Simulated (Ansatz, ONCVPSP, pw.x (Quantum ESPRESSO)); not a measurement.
# Which Al potential is closest to all-electron in the bcc crystal?

All use PBE, scalar-relativistic, no spin, cutoffs from each file’s atomic test, pw.x 7.5; 14³ k-points, Fermi–Dirac smearing 0.01 Ry. Δ is the rms difference from all-electron LAPW of the E(V) curves that follow from fits to the pressures, over ±6 % in volume. Mesh and smearing are coarse and serve the comparison alone. The files are a selection: those with a ghost or negative overlap were mostly not run, and those with noisy or unconverged pressures or nearly equal Δ are left out.

All-electron: a0 = 3.237 Å (V0 = 16.96 Å³/atom), B0 = 68.4 GPa.

(1) Rank them by Δ, smallest first.
A. optimised norm-conserving Vanderbilt (ONCV), ONCVPSP 4.0.1.1 (patched build), PBE; core [Ne], reference 3s2 3p0.75; waves: 3s: rc 1.65 bohr, ncon 4, nbas 8, qcut 3.3 1/bohr, 2 projectors, debl 1.4 Ha; 3p: rc 2.60 bohr, ncon 3, nbas 7, qcut 2.5 1/bohr, 1 projector; d scattering state at 0.04 Ha: rc 2.10 bohr, ncon 4, nbas 7, qcut 5.1 1/bohr, 2 projectors, debl 2.2 Ha; local part: polynomial inside 1.10 bohr (lpopt 5, dvloc0 0 Ha); core correction: Teter function, fcfact 3, rcfact 1.2.
B. optimised norm-conserving Vanderbilt (ONCV), ONCVPSP 4.0.1.1 (patched build), PBE; core [Ne], reference 3s2 3p1; waves: 3s: rc 2.20 bohr, ncon 3, nbas 8, qcut 2.6 1/bohr, 2 projectors, debl 2.1 Ha; 3p: rc 2.40 bohr, ncon 4, nbas 7, qcut 3.7 1/bohr, 2 projectors, debl 4 Ha; d scattering state at 0.31 Ha: rc 1.95 bohr, ncon 4, nbas 8, qcut 4.7 1/bohr, local; local part: the d channel; core correction: Teter function fitted to the true core (icmod 2), fcfact 0.2.
C. optimised norm-conserving Vanderbilt (ONCV), ONCVPSP 4.0.1.1 (patched build), PBE; core [Ne], reference 3s2 3p1; waves: 3s: rc 2.10 bohr, ncon 3, nbas 6, qcut 2.7 1/bohr, 2 projectors, debl 0.8 Ha; 3p: rc 2.20 bohr, ncon 4, nbas 8, qcut 3.4 1/bohr, 2 projectors, debl 3.9 Ha; d scattering state at 0.08 Ha: rc 2.15 bohr, ncon 5, nbas 8, qcut 3.7 1/bohr, 2 projectors, debl 1.5 Ha; local part: polynomial inside 1.75 bohr (lpopt 3, dvloc0 0 Ha); core correction: none.
D. optimised norm-conserving Vanderbilt (ONCV), ONCVPSP 4.0.1.1 (patched build), PBE; core [Ne], reference 3s2; waves: 3s: rc 1.90 bohr, ncon 4, nbas 7, qcut 3 1/bohr, 3 projectors, debl 3.9 Ha; p scattering state at 0.05 Ha: rc 2.05 bohr, ncon 4, nbas 8, qcut 4 1/bohr, 2 projectors, debl 3.1 Ha; d scattering state at 0.14 Ha: rc 1.60 bohr, ncon 4, nbas 8, qcut 5.8 1/bohr, 2 projectors, debl 0.8 Ha; local part: polynomial inside 1.55 bohr (lpopt 2, dvloc0 0 Ha); core correction: Teter function, fcfact 4.5, rcfact 1.4.

Results:

(1) B (0.1 meV/atom), A (0.9 meV/atom), C (2.6 meV/atom), D (5.7 meV/atom).
